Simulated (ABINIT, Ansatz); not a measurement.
## How the form of the self-energy moves the gap of CuI (Marshite)

Aim: compare treatments of exchange, screening and correlation for the gap of CuI (Marshite).

Method: PBE and many-body steps on it, plane waves, in ABINIT 10.8.3.

The database entry behind the starting cell differs from later determinations by our own check (about 0.15 % long (mineral sample)), so it need not match the best structure at ambient conditions.

In doubt: a PseudoDojo file used here is known to give poor structures and forces, which bears on pressures, cells, forces and phonons.

## 1. The structure

It takes space group F-43m (No. 216, cubic). Conventional cell: a = 6.063 Å, b = 6.063 Å, c = 6.063 Å, α = 90.00°, β = 90.00°, γ = 90.00°. Cu has 4 I at 2.63 Å nearest. Nearest to I lie 4 Cu at 2.63 Å. Farther neighbours and most contacts between anions are not listed.

As a file:

```cif
data_structure
_symmetry_space_group_name_H-M 'F-43m'
_symmetry_Int_Tables_number 216
_cell_length_a 6.0630
_cell_length_b 6.0630
_cell_length_c 6.0630
_cell_angle_alpha 90.000
_cell_angle_beta 90.000
_cell_angle_gamma 90.000
_cell_volume 222.88
loop_
_atom_site_label
_atom_site_type_symbol
_atom_site_symmetry_multiplicity
_atom_site_Wyckoff_symbol
_atom_site_fract_x
_atom_site_fract_y
_atom_site_fract_z
_atom_site_occupancy
Cu1 Cu 4 d 0.25000 0.25000 0.75000 1
I1 I 4 a 0.00000 0.00000 0.00000 1
```

The cell and positions come from the Crystallography Open Database and are kept as given unless a step says otherwise. Spin-orbit coupling is left out unless a step names it.

## 2. Empty states on the mesh, 4×4×4 mesh, 1033 bands

This step: ABINIT 10.8.3; DFT, PBE, plane waves, norm-conserving pseudopotentials.

The sums over transitions need many empty states on a uniform mesh; this step solves for them.

The input, run.abi:

```
acell 3*1.0 Angstrom
rprim 
  0.000000000000 3.031500000000 3.031500000000
  3.031500000000 -0.000000000000 3.031500000000
  3.031500000000 3.031500000000 0.000000000000
ntypat 2
znucl 29 53
natom 2
typat 1 2
xred 
  0.250000000000 0.250000000000 0.250000000000
  0.000000000000 0.000000000000 0.000000000000
pp_dirpath "pseudos"
pseudos "Cu.upf, I.upf"
ecut 42
ngkpt 4 4 4
nshiftk 1
shiftk 0 0 0
kptopt 1
chksymbreak 0
irdden 1
istwfk *1
nband 1033
prtvol 0
optdriver 6
gwr_task "HDIAGO"
paral_kgb 0
occopt 1
indata_prefix "in"
outdata_prefix "out"
tmpdata_prefix "tmp"
```

The run is started by

```bash
$ OMP_NUM_THREADS=1 mpirun -n 8 abinit run.abi > log
```

Output:

```text
.Version 10.8.3 of ABINIT. v10.8.2 released Aug 2026.

 Symmetries : space group F-4 3 m (#216); Bravais cF (face-center cubic)
[... echo of the input left out ...]
== DATASET  1 ==================================================================
-   mpi_nproc: 8, omp_nthreads: 1 (-1 if OMP is not activated)

--- !DatasetInfo
iteration_state: {dtset: 1, }
dimensions: {natom: 2, nkpt: 8, mband: 1033, nsppol: 1, nspinor: 1, nspden: 1, mpw: 4916, }
cutoff_energies: {ecut:  42.0, pawecutdg:  -1.0, }
[...]
Direct band gap semiconductor
 Fundamental gap:     1.093 (eV)
   VBM:     3.896 (eV) at k: [ 0.0000E+00,  0.0000E+00,  0.0000E+00]
   CBM:     4.989 (eV) at k: [ 0.0000E+00,  0.0000E+00,  0.0000E+00]
 Direct gap:         1.093 (eV) at k: [ 0.0000E+00,  0.0000E+00,  0.0000E+00]

== END DATASET(S) ==============================================================
================================================================================

 -outvars: echo values of variables after computation  --------
           etotal      0.0000000000E+00
            nband        1033
             nkpt           8
          spgroup         216
 [... the other variables as echoed above ...]

 Calculation completed.
```

The job ended after 97 s (8 MPI ranks of Arm Neoverse V1, shared host; peak memory 11 GiB; 13 min of CPU time).

Numbers from this step:

```
gap                                                           : 1.093 eV
k of the valence top                                          : 0, 0, 0
k of the conduction bottom                                    : 0, 0, 0
least direct gap                                              : 1.093 eV
k points computed                                             : 8
lowest point of the top converged band, above the valence top : 387.5993 eV
```

On this mesh the gap is 1.093 eV.

The density comes from a self-consistent run that is not shown.

## 3. Screening, 4×4×4 mesh, 425 bands, screening to 283 eV

The RPA dielectric matrix is built and inverted for each q.

This step: RPA screening on PBE, plane waves, norm-conserving pseudopotentials.

run.abi, as its differences from that of step 2:

```diff
@@ -20,10 +20,11 @@
 chksymbreak 0
-irdden 1
 istwfk *1
-nband 1033
-prtvol 0
-optdriver 6
-gwr_task "HDIAGO"
-paral_kgb 0
 occopt 1
+irdwfk 1
+optdriver 3
+nband 425
+ecuteps 10.4
+inclvkb 2
+awtr 1
+symchi 1
 indata_prefix "in"
```

Output:

```text
.Version 10.8.3 of ABINIT. v10.8.2 released Aug 2026.

 Symmetries : space group F-4 3 m (#216); Bravais cF (face-center cubic)
[... echo of the input left out ...]
== DATASET  1 ==================================================================
-   mpi_nproc: 8, omp_nthreads: 1 (-1 if OMP is not activated)

--- !DatasetInfo
iteration_state: {dtset: 1, }
dimensions: {natom: 2, nkpt: 8, mband: 425, nsppol: 1, nspinor: 1, nspden: 1, mpw: 4916, }
cutoff_energies: {ecut:  42.0, pawecutdg:  -1.0, }
electrons: {nelect:   2.60000000E+01, charge:   0.00000000E+00, occopt:   1.00000000E+00, tsmear:   1.00000000E-02, }

 SCREENING: Calculation of the susceptibility and dielectric matrices

 Based on a program developped by R.W. Godby, V. Olevano, G. Onida, and L. Reining.
 Incorporated in ABINIT by V. Olevano, G.-M. Rignanese, and M. Torrent.
.Using double precision arithmetic ; gwpc =  8

[... cell and pseudopotentials left out ...]
--------------------------------------------------------------------------------

 ==== K-mesh for the wavefunctions ====
 Number of points in the irreducible wedge :     8
[... list of points left out ...]
 Together with 24 symmetry operations and time-reversal symmetry
 yields    64 points in the full Brillouin Zone.

 ==== Q-mesh for the screening function ====
 Number of points in the irreducible wedge :     8
[... list of points left out ...]
 Together with 24 symmetry operations and time-reversal symmetry
 yields    64 points in the full Brillouin Zone.

 setmesh: FFT mesh size selected  =    36x   36x   36
          total number of points  =        46656

 vcoul_init : cutoff-mode = AUXILIARY_FUNCTION
 q-points for optical limit:   1
     1)      0.000010    0.000020    0.000030

- screening: taking advantage of time-reversal symmetry
- Maximum band index for partially occupied states nbvw = 13
- Remaining bands to be divided among processors   nbcw = 412
- Number of bands treated by each node ~51

 Number of electrons calculated from density =   26.0000; Expected =   26.0000
 average of density, n =  0.069147
 r_s =    1.5114
 omega_plasma =   25.3655 [eV]

 calculating chi0 at frequencies [eV] :
  1    0.000000E+00    0.000000E+00
  2    0.000000E+00    2.536545E+01

--------------------------------------------------------------------------------
  q-point number  1        q = ( 0.000000, 0.000000, 0.000000) [r.l.u.]
--------------------------------------------------------------------------------
[... chi0 elements left out ...]
 For q-point:  0.000010 0.000020 0.000030
  dielectric constant =  10.2149
  dielectric constant without local fields =  10.9047

  Average fulfillment of the sum rule on Im[epsilon] for q-point    1 :     83.51  [%]
[... wings left out ...]
  q-point number  2        q = ( 0.250000, 0.000000, 0.000000) [r.l.u.]
--------------------------------------------------------------------------------
[... chi0 elements left out ...]
  Average fulfillment of the sum rule on Im[epsilon] for q-point    2 :     90.29  [%]

 [... 6 further q-points ...]
```

Elapsed: 4 min, on 8 MPI ranks; peak memory 4.2 GiB.

Numbers from this step:

- ε∞ with local fields, on this mesh, along the program's q direction: 10.21
- the same without local fields: 10.90
- plasma frequency: 25.37 eV
- plane waves in the screening matrix: 609

Local fields lower ε∞ by 6 %.

## 4. G0W0, Godby-Needs plasmon pole

The self-energy is evaluated for the states that the input lists, and the levels follow from it, in one-shot runs by the linearised quasiparticle equation.

This step: G0W0 on PBE, plane waves, norm-conserving pseudopotentials.

run.abi, as its differences from that of step 3:

```diff
@@ -23,8 +23,15 @@
 irdwfk 1
-optdriver 3
+optdriver 4
 nband 425
+gwcalctyp 0
+ecutsigx 42
+symsigma 1
+nkptgw 1
+kptgw 
+  0.0000000000 0.0000000000 0.0000000000
+bdgw 
+  11 17
 ecuteps 10.4
-inclvkb 2
-awtr 1
-symchi 1
+irdscr 1
+ppmodel 1
 indata_prefix "in"
```

Output:

```text
.Version 10.8.3 of ABINIT. v10.8.2 released Aug 2026.

 Symmetries : space group F-4 3 m (#216); Bravais cF (face-center cubic)
[... echo of the input left out ...]
== DATASET  1 ==================================================================
-   mpi_nproc: 8, omp_nthreads: 1 (-1 if OMP is not activated)

--- !DatasetInfo
iteration_state: {dtset: 1, }
dimensions: {natom: 2, nkpt: 8, mband: 425, nsppol: 1, nspinor: 1, nspden: 1, mpw: 4916, }
cutoff_energies: {ecut:  42.0, pawecutdg:  -1.0, }
electrons: {nelect:   2.60000000E+01, charge:   0.00000000E+00, occopt:   1.00000000E+00, tsmear:   1.00000000E-02, }

 SIGMA: Calculation of the GW corrections

 Based on a program developped by R.W. Godby, V. Olevano, G. Onida, and L. Reining.
 Incorporated in ABINIT by V. Olevano, G.-M. Rignanese, and M. Torrent.
.Using double precision arithmetic ; gwpc =  8

[... cell and pseudopotentials left out ...]
--------------------------------------------------------------------------------

 ==== K-mesh for the wavefunctions ====
 Number of points in the irreducible wedge :     8
[... list of points left out ...]
 Together with 24 symmetry operations and time-reversal symmetry
 yields    64 points in the full Brillouin Zone.

 ==== Q-mesh for screening function ====
 Number of points in the irreducible wedge :     8
[... list of points left out ...]
 Together with 24 symmetry operations and time-reversal symmetry
 yields    64 points in the full Brillouin Zone.

 vcoul_init : cutoff-mode = AUXILIARY_FUNCTION
 q-points for optical limit:   1
     1)      0.000010    0.000020    0.000030
 setmesh: FFT mesh size selected  =    48x   48x   48
          total number of points  =       110592

 Number of electrons calculated from density =   26.0000; Expected =   26.0000
 average of density, n =  0.069147
 r_s =    1.5114
 omega_plasma =   25.3655 [eV]

 === KS Band Gaps ===
  >>>> For spin  1
   Minimum direct gap =   1.0930 [eV], located at k-point      :   0.0000  0.0000  0.0000
   Fundamental gap    =   1.0930 [eV], Top of valence bands at :   0.0000  0.0000  0.0000
                                       Bottom of conduction at :   0.0000  0.0000  0.0000
 SIGMA fundamental parameters:
 PLASMON POLE MODEL  1
 number of plane-waves for SigmaX                 4909
 number of plane-waves for SigmaC and W            609
 number of plane-waves for wavefunctions          4909
 number of bands                                   425
 number of independent spin polarizations            1
 number of spinorial components                      1
 number of k-points in IBZ                           8
 number of q-points in IBZ                           8
 number of symmetry operations                      24
 number of k-points in BZ                           64
 number of q-points in BZ                           64
 number of frequencies for dSigma/dE                 9
 frequency step for dSigma/dE [eV]                0.25
 number of omega for Sigma on real axis              0
 max omega for Sigma on real axis  [eV]           0.00
 zcut for avoiding poles [eV]                     0.10

 EPSILON^-1 parameters (SCR file):
 dimension of the eps^-1 matrix on file            609
 dimension of the eps^-1 matrix used               609
 number of plane-waves for wavefunctions          4909
 number of bands                                   425
 number of q-points in IBZ                           8
 number of frequencies                               2
 number of real frequencies                          1
 number of imag frequencies                          1

 matrix elements of self-energy operator (all in [eV])

 Perturbative Calculation

--- !SelfEnergy_ee
iteration_state: {dtset: 1, }
kpoint     : [   0.000,    0.000,    0.000, ]
spin       : 1
KS_gap     :    1.093
QP_gap     :    1.569
Delta_QP_KS:    0.476
data: !SigmaeeData |
     Band     E0 <VxcDFT>   SigX SigC(E0)      Z dSigC/dE  Sig(E)    E-E0       E
       11   3.896 -24.676 -30.022   4.811   0.744  -0.344 -25.075  -0.398   3.498
       12   3.896 -24.676 -30.022   4.811   0.744  -0.344 -25.075  -0.398   3.498
       13   3.896 -24.676 -30.022   4.811   0.744  -0.344 -25.075  -0.398   3.498
       14   4.989  -9.943  -5.712  -4.136   0.810  -0.235  -9.865   0.078   5.067
       15   8.755  -9.970  -5.573  -4.272   0.804  -0.244  -9.870   0.100   8.855
       16   8.755  -9.970  -5.573  -4.272   0.804  -0.244  -9.870   0.100   8.855
       17   8.755  -9.970  -5.573  -4.272   0.804  -0.244  -9.870   0.100   8.855

== END DATASET(S) ==============================================================
================================================================================

 -outvars: echo values of variables after computation  --------
           etotal      0.0000000000E+00
            nband         425
             nkpt           8
          spgroup         216
 [... the other variables as echoed above ...]

 Calculation completed.
```

The job ended after 55 s (8 MPI ranks; peak memory 4.9 GiB; 7.4 min of CPU time).

This step gave:

* G0W0 gap on the points computed: 1.569 eV
* starting gap on the mesh: 1.093 eV
* k of the valence top: 0, 0, 0
* k of the conduction bottom: 0, 0, 0
* Z at the valence top: 0.744
* Z at the conduction bottom: 0.81
* least direct G0W0 gap on the computed points: 1.569 eV

The gap on the mesh goes from 1.09 eV to 1.57 eV, a correction of +0.48 eV.

## 5. G0W0, Hybertsen-Louie plasmon pole

run.abi, as its differences from that of step 4:

```diff
@@ -35,3 +35,3 @@
 irdscr 1
-ppmodel 1
+ppmodel 2
 indata_prefix "in"
```

Output:

```text
.Version 10.8.3 of ABINIT. v10.8.2 released Aug 2026.

 Symmetries : space group F-4 3 m (#216); Bravais cF (face-center cubic)
[... echo of the input left out ...]
== DATASET  1 ==================================================================
-   mpi_nproc: 8, omp_nthreads: 1 (-1 if OMP is not activated)

--- !DatasetInfo
iteration_state: {dtset: 1, }
dimensions: {natom: 2, nkpt: 8, mband: 425, nsppol: 1, nspinor: 1, nspden: 1, mpw: 4916, }
cutoff_energies: {ecut:  42.0, pawecutdg:  -1.0, }
electrons: {nelect:   2.60000000E+01, charge:   0.00000000E+00, occopt:   1.00000000E+00, tsmear:   1.00000000E-02, }

 SIGMA: Calculation of the GW corrections

 Based on a program developped by R.W. Godby, V. Olevano, G. Onida, and L. Reining.
 Incorporated in ABINIT by V. Olevano, G.-M. Rignanese, and M. Torrent.
.Using double precision arithmetic ; gwpc =  8

[... cell and pseudopotentials left out ...]
--------------------------------------------------------------------------------

 ==== K-mesh for the wavefunctions ====
 Number of points in the irreducible wedge :     8
[... list of points left out ...]
 Together with 24 symmetry operations and time-reversal symmetry
 yields    64 points in the full Brillouin Zone.

 ==== Q-mesh for screening function ====
 Number of points in the irreducible wedge :     8
[... list of points left out ...]
 Together with 24 symmetry operations and time-reversal symmetry
 yields    64 points in the full Brillouin Zone.

 vcoul_init : cutoff-mode = AUXILIARY_FUNCTION
 q-points for optical limit:   1
     1)      0.000010    0.000020    0.000030
 setmesh: FFT mesh size selected  =    48x   48x   48
          total number of points  =       110592

 Number of electrons calculated from density =   26.0000; Expected =   26.0000
[...]
number of q-points in BZ                           64
 number of frequencies for dSigma/dE                 9
 frequency step for dSigma/dE [eV]                0.25
 number of omega for Sigma on real axis              0
 max omega for Sigma on real axis  [eV]           0.00
 zcut for avoiding poles [eV]                     0.10

 EPSILON^-1 parameters (SCR file):
 dimension of the eps^-1 matrix on file            609
 dimension of the eps^-1 matrix used               609
 number of plane-waves for wavefunctions          4909
 number of bands                                   425
 number of q-points in IBZ                           8
 number of frequencies                               2
 number of real frequencies                          1
 number of imag frequencies                          1

 matrix elements of self-energy operator (all in [eV])

 Perturbative Calculation

--- !SelfEnergy_ee
iteration_state: {dtset: 1, }
kpoint     : [   0.000,    0.000,    0.000, ]
spin       : 1
KS_gap     :    1.093
QP_gap     :    1.746
Delta_QP_KS:    0.653
data: !SigmaeeData |
     Band     E0 <VxcDFT>   SigX SigC(E0)      Z dSigC/dE  Sig(E)    E-E0       E
       11   3.896 -24.676 -30.022   4.082   0.835  -0.198 -25.731  -1.055   2.841
       12   3.896 -24.676 -30.022   4.082   0.835  -0.198 -25.731  -1.055   2.841
       13   3.896 -24.676 -30.022   4.082   0.835  -0.198 -25.731  -1.055   2.841
       14   4.989  -9.943  -5.712  -4.700   0.859  -0.163 -10.346  -0.402   4.587
       15   8.755  -9.970  -5.573  -4.749   0.857  -0.167 -10.272  -0.302   8.453
       16   8.755  -9.970  -5.573  -4.749   0.857  -0.167 -10.272  -0.302   8.453
       17   8.755  -9.970  -5.573  -4.749   0.857  -0.167 -10.272  -0.302   8.453

== END DATASET(S) ==============================================================
================================================================================

 -outvars: echo values of variables after computation  --------
           etotal      0.0000000000E+00
            nband         425
             nkpt           8
          spgroup         216
 [... the other variables as echoed above ...]

 Calculation completed.
```

Elapsed: 54 s, on 8 MPI ranks; peak memory 4.5 GiB.

This step gave:

```yaml
g0w0_gap_on_the_points_computed: 1.746 eV
starting_gap_on_the_mesh: 1.093 eV
k_of_the_valence_top: 0, 0, 0
k_of_the_conduction_bottom: 0, 0, 0
z_at_the_valence_top: 0.835
z_at_the_conduction_bottom: 0.859
least_direct_g0w0_gap_on_the_computed_points: 1.746 eV
```

Against G0W0 in ABINIT (4×4×4 mesh, 425 bands, screening to 283 eV, Godby-Needs plasmon pole), the gap moves by +0.177 eV.

## 6. G0W0, von der Linden-Horsch plasmon pole

run.abi, as its differences from that of step 5:

```diff
@@ -35,3 +35,3 @@
 irdscr 1
-ppmodel 2
+ppmodel 3
 indata_prefix "in"
```

Output:

```text
.Version 10.8.3 of ABINIT. v10.8.2 released Aug 2026.

 Symmetries : space group F-4 3 m (#216); Bravais cF (face-center cubic)
[... echo of the input left out ...]
== DATASET  1 ==================================================================
-   mpi_nproc: 8, omp_nthreads: 1 (-1 if OMP is not activated)

--- !DatasetInfo
iteration_state: {dtset: 1, }
dimensions: {natom: 2, nkpt: 8, mband: 425, nsppol: 1, nspinor: 1, nspden: 1, mpw: 4916, }
cutoff_energies: {ecut:  42.0, pawecutdg:  -1.0, }
[...]
15   8.755  -9.970  -5.573  -4.987   0.891  -0.123 -10.496  -0.527   8.229
       16   8.755  -9.970  -5.573  -4.987   0.891  -0.123 -10.496  -0.527   8.229
       17   8.755  -9.970  -5.573  -4.987   0.891  -0.123 -10.496  -0.527   8.229

== END DATASET(S) ==============================================================
================================================================================

 -outvars: echo values of variables after computation  --------
           etotal      0.0000000000E+00
            nband         425
             nkpt           8
          spgroup         216
 [... the other variables as echoed above ...]

 Calculation completed.
```

The job ended after 30 s (8 MPI ranks; peak memory 3.7 GiB; 4 min of CPU time).

This step gave:

```
G0W0 gap on the points computed              : 1.285 eV
starting gap on the mesh                     : 1.093 eV
k of the valence top                         : 0, 0, 0
k of the conduction bottom                   : 0, 0, 0
least direct G0W0 gap on the computed points : 1.285 eV
```

Against G0W0 in ABINIT (4×4×4 mesh, 425 bands, screening to 283 eV, Godby-Needs plasmon pole), the gap moves by −0.284 eV.

(Continued in part 2 of 2.)

[Paths, hosts, dates, memory and timing lines, banners, echoed tables and standing remarks are left out of the program output.]

[Logs are printed without paths, hosts, clocks, repeated set-up lines and the standing remarks that a program may print on its own settings, such as how far it seeks lower states.]

[Runs of the session that timed out or met a known fault of the program may be left out.]

[Hosts, paths, dates, database ids (printed as entryN), source tags and the programs' standing remarks are cut or masked in the printed files.]

[G0W0 gaps are taken among the corrected bands and points alone; a level outside them can change the order at an edge.]

[Where Ansatz stands beside ABINIT at settings called matched, ABINIT's density can come from a denser mesh and the files from another edition; pairs whose starting gaps differed by over 0.03 eV were left out, so agreement reads better than it is.]
